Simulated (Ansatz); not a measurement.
Here is an Ansatz 0.2.0 calculation.

The input input.yaml:

```yaml
crystal:
  lattice:
    - [1.58, 0.9122134253, 6.15]
    - [-1.58, 0.9122134253, 6.15]
    - [0.0, -1.8244268506, 6.15]
  atoms:
    - { symbol: Mo, position: [0.0, 0.0, 0.0] }
    - { symbol: S, position: [0.417, 0.417, 0.417] }
    - { symbol: S, position: [0.25, 0.25, 0.25] }
hamiltonian:
  xc: { exchange: pbe, correlation: pbe, exx: { coeff: 0.25, omega: 0.2 } }
  pseudopotentials: { kind: paw }
kpoints:
  mp_grid: { grid: [5, 5, 5] }
scf:
  occupations: { method: fermi_dirac, width: 0.05 }
output:
  forces: true
  stress: true
  eigenvalues: true
  write_density: true
  write_potential: true
  elf: true
  volumetric_format: npy
```

Potentials or basis: Ansatz PAW.

Launch:

```sh
$ ansatz run input.yaml --threads 2 --pin off --max-ram 5632MiB --backend cpu --events-out ev --progress --plain --runs-dir out
```

Question: What does it give for the largest force?

Answer: 0.093 eV/Å.

Question: What does it give for the pressure?

Answer: 0.6 GPa.

Question: What does it give for the band gap on the k mesh?

Answer: 1.58 eV, indirect (least direct gap 2.89 eV).

Forces on the atoms (eV/Å):
```
Mo   0.000  0.000  0.093
S    0.000  0.000 -0.075
S    0.000  0.000 -0.018
```

Caveat: the k mesh is coarse (spacing up to 0.46 Å⁻¹), so the values aren't converged, least of all with exact exchange; odd divisions of the mesh miss points on the zone boundary, where band edges often lie, so the gap on the mesh can be too wide; the PAW data sets come from PBE, with cores solved anew for the run's functional, which leaves a small shift of forces and pressure; the thresholds are loose for stress. A k mesh can miss the band edges.
